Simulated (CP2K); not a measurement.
# TaN in CP2K: the effect of functional

Crystal: TaN.

```xyz
2
Lattice="3.1273 0.0000 0.0000 1.5636 2.7083 0.0000 1.5636 0.9028 2.5534" Properties=species:S:1:pos:R:3 pbc="T T T"
Ta    3.1273    1.8055    1.2767
N     0.0000    0.0000    0.0000
```

The cell comes from a database or a generator and needn't be the stable form of this composition.

Alike in all runs:

| Property | Result |
| --- | --- |
| Program | CP2K 2026.2 |
| Task | single point |
| Potentials or basis | POTENTIAL_UZH Ta GTH-PBE-q13, N GTH-PBE-q5; TZVP-MOLOPT-PBE-GTH basis |
| Density cutoff | 9184 eV |
| k mesh | 10 × 10 × 10 |
| Occupations | fermi-dirac, width 0.05 eV |
| Spin | no spin polarisation |

```csv
functional,pressure (GPa)
PBE,-5.8
LDA,-16.6
PBEsol,-13.2
WC,?
BLYP,5.8
revPBE,-3.6
r2SCAN,-8.6
```

Task: What does the run with functional WC give?

Result: Pressure -11.7 GPa.

Caveats: the basis of atomic orbitals isn't converged, which shifts pressures, moduli and gaps; the potentials were made for another functional, which shifts forces and pressure (some runs).
